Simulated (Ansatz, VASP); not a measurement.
## One calculation of Sb, two programs

```
Sb
1.0
     3.06174    0.00000    0.00000
     0.00000    3.06174    0.00000
     0.00000    0.00000    3.06174
Sb
1
Direct
  0.00000 0.00000 0.00000
```

This isn't the form of Sb at room conditions, which is rhombohedral.

Alike in both runs: task relaxation of cell and atoms; functional PBEsol; k mesh 14 × 14 × 14; occupations gaussian, width 0.1 eV; no spin polarisation.

```csv
,VASP,Ansatz
version,VASP 6.6.1,Ansatz 0.2.0
potentials or method,"VASP PAW PBE potentials, release 64 (Sb)","scalar-relativistic, plane waves, PAW"
plane-wave cutoff (eV),600,420
valence electrons in the cell,5,15
```

Ansatz gave:

```
gap on the k mesh at the Fermi level, each at its own relaxed structure (eV) : none
relaxed volume (Å³/atom)                                                     : 28.70
relaxed cell length with the largest relative difference (Å)                 : 3.062
```

Which values does VASP return?

gap on the k mesh at the Fermi level, each at its own relaxed structure (eV): none; relaxed volume (Å³/atom): 28.75; relaxed cell length with the largest relative difference (Å): 3.063.

A gap of «none» marks a metal or a gap that the smearing closes. The two sets of potentials don't hold the same shells in valence.

Caveats: the PAW data sets were made with another functional, which shifts forces and pressure a little (VASP). The runs have no spin-orbit coupling, so splittings on Sb are missing.
